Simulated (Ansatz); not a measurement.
Cubic perovskite CsPbI3 (cubic high-temperature phase) was calculated with BLYP (Ansatz, a program for electronic structure, PAW).

Run with plane-wave cutoff 520 eV, 6×6×6 k mesh, Fermi–Dirac smearing 0.01 eV, scalar-relativistic PAW data made under PBE.

Pressure at four volumes; x = ln(V/56.705 Å³). One pressure is withheld.

```
V (Å³/atom)        x  P (GPa)
-----------  -------  -------
53.302       -0.0619        ?
54.437       -0.0408    0.548
56.705        0.0000    0.000
60.107        0.0583   -0.617
```

Question: Pass a parabola P(x) through the three rows shown, estimate the bulk modulus and its pressure derivative near zero pressure, and predict the withheld pressure.

Answer: Slopes between the rows: (0.000 − (0.548))/(0.0000 − (-0.0408)) = -13.43 and (-0.617 − (0.000))/(0.0583 − (0.0000)) = -10.58 GPa. Their difference over the span 0.0991 is c = 2.85/0.0991 = 28.8 GPa, so P(x) = 0.548 + (-13.43)(x − (-0.0408)) + 28.8 (x − (-0.0408))(x − (0.0000)). At the middle row B = −dP/dx = −[-13.43 + 28.8 × 0.0408] = 12.3 GPa, and B′ = dB/dP = 2c/B = 4.7. At x = -0.0619 the parabola gives 0.869 GPa; the run gives 0.874 GPa. The Birch–Murnaghan fit to the energies at all volumes has B0 = 12.2 GPa and B′ = 4.8.

Note: the cell is over a tenth larger than the published one: the level's own overestimate first of all, though another phase or state, or a fault of the published cell, is possible; the relaxation could not lower the start's symmetry, so the cell can be a saddle point above a distorted one.

Spin–orbit coupling is not included; it can shift volumes and moduli of such heavy elements.
